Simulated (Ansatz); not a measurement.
The system is Ga2O3.

```xyz
10
Lattice="6.1070 -1.5186 0.0000 6.1070 1.5186 0.0000 -1.3860 0.0000 5.6300" Properties=species:S:1:pos:R:3 pbc="T T T"
Ga    3.2184    0.0000    3.8621
Ga    7.6096    0.0000    1.7679
Ga   10.8240    0.0000    1.1564
Ga    0.0041    0.0000    4.4736
O     5.1267    0.0000    4.1853
O     5.7013    0.0000    1.4447
O     9.4919    0.0000    2.4592
O     1.3361    0.0000    3.1708
O     8.9710    0.0000    5.0118
O     1.8570    0.0000    0.6182
```

Base run:

```yaml
Program: Ansatz 0.2.0
Functional: PBE
Potentials_or_basis: Ansatz PAW
Cutoff: 250 eV
Density_cutoff: 1000 eV
k_mesh: 9 × 9 × 5
Occupations: fermi-dirac, width 0.05 eV
Spin: no spin polarisation
```

Its results: band gap on the k mesh 2.23 eV, indirect (least direct gap 2.31 eV); pressure 16.9 GPa; largest force 0.824 eV/Å.

Q: The run is repeated on the same cell with these changes: cutoff from 250 eV to 420 eV (not typed: the program's choice for these potentials); k mesh from 9 × 9 × 5 to 5 × 5 × 3. What comes out?

A: Band gap on the k mesh 2.45 eV, direct; pressure 9.5 GPa; largest force 0.218 eV/Å.

Caveats: some runs use coarse meshes; odd divisions of the mesh miss points on the zone boundary, where band edges often lie, so the gap on the mesh can be too wide; so large a pressure means that the cell lies far from this level's equilibrium, or that cutoff or potentials fall short (some runs); the pressure holds a Pulay correction of +132.9 GPa for the finite cutoff (some runs); the cutoff lies under the one recommended for these potentials (some runs).

A k mesh can miss the band edges.
